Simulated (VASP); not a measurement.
A run of VASP 6.6.1 is set up as follows.

File INCAR:

```
SYSTEM = InSb
PREC = Accurate
ENCUT = 300
EDIFF = 1E-7
ISMEAR = 0
SIGMA = 0.1
LREAL = .False.
LASPH = .True.
NELM = 80
ALGO = Normal
ISIF = 3
LWAVE = .False.
LCHARG = .False.
GGA = PS
IBRION = 2
NSW = 90
EDIFFG = -0.005
```

File KPOINTS:

```
Automatic mesh
0
Gamma
  12 12 12
  0 0 0
```

The input POSCAR:

```
InSb
1.0
    0.0000000000      3.3166107100      3.3166107100
    3.3166107100      0.0000000000      3.3166107100
    3.3166107100      3.3166107100      0.0000000000
In Sb
1 1
Direct
    0.0000000000      0.0000000000      0.0000000000
    0.7500000000      0.7500000000      0.7500000000
```

Potentials or basis: VASP PAW PBE potentials, release 64 (In_d, Sb).

Launch:

```sh
$ cat potpaw_PBE.64/In_d/POTCAR potpaw_PBE.64/Sb/POTCAR > POTCAR
$ mpirun -np 1 vasp_std > vasp.out
```

(1) Estimate the space group after relaxing (to 0.05 Å).

(2) What does it give for the band gap on the k mesh?

(3) What does it give for the relaxed cell?

Answers

(1) F-43m (No. 216).

(2) none (metal or under the smearing width).

(3) a = 4.602 Å, b = 4.602 Å, c = 4.602 Å, α = 60.00°, β = 60.00°, γ = 60.00°.

Caveat: this crystal is a semiconductor, whose small gap the functional closes, so the metal is an error of the method.
